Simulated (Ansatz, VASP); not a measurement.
**CaF2: VASP beside Ansatz**

INCAR

```
SYSTEM = CaF2
ALGO = Normal
EDIFF = 1E-7
ENCUT = 520
GGA = PE
ISIF = 2
ISMEAR = 0
LASPH = .TRUE.
LCHARG = .FALSE.
LREAL = .FALSE.
LWAVE = .FALSE.
NBANDS = 19
NELM = 100
PREC = Accurate
SIGMA = 0.1
```

KPOINTS

```
k-points
0
G
  6 6 6
  0 0 0
```

The input POSCAR:

```
CaF2
1.0
    0.0000000000      2.7580258800      2.7580258800
    2.7580258800      0.0000000000      2.7580258800
    2.7580258800      2.7580258800      0.0000000000
Ca F
1 2
Direct
    0.0000000000      0.0000000000      0.0000000000
    0.7500000000      0.7500000000      0.7500000000
    0.2500000000      0.2500000000      0.2500000000
```

Input for Ansatz:

```yaml
crystal:
  lattice:
    - [0.0, 2.75802588, 2.75802588]
    - [2.75802588, 0.0, 2.75802588]
    - [2.75802588, 2.75802588, 0.0]
  atoms:
    - { symbol: Ca, position: [0.0, 0.0, 0.0] }
    - { symbol: F, position: [0.75, 0.75, 0.75] }
    - { symbol: F, position: [0.25, 0.25, 0.25] }
basis:
  ecutwfc: 420
kpoints:
  mp_grid: { grid: [6, 6, 6] }
hamiltonian:
  xc: pbe
scf:
  occupations: { method: gaussian, width: 0.1 }
  lower_state_search: "off"
output:
  forces: true
  stress: true
  eigenvalues: true
```

Alike in both runs: task single point; functional PBE; k mesh 6 × 6 × 6; occupations gaussian, width 0.1 eV; no spin polarisation.

|  | VASP | Ansatz |
| --- | --- | --- |
| version | VASP 6.6.1 | Ansatz 0.2.0 |
| potentials or method | VASP PAW PBE potentials, release 64 (Ca_sv, F) | scalar-relativistic, plane waves, PAW |
| plane-wave cutoff (eV) | 520 | 420 |
| valence electrons in the cell | 24 | 24 |

```csv
,VASP,Ansatz,Ansatz less VASP
gap on the k mesh at the Fermi level (eV),7.10,7.13,+0.022
least direct gap on the mesh (eV),7.36,7.38,+0.022
pressure (GPa),0.0,-0.2,-0.21
```

With one functional, cell and mesh, what is left measures potentials, basis and numerics.

A k mesh can miss the band edges.
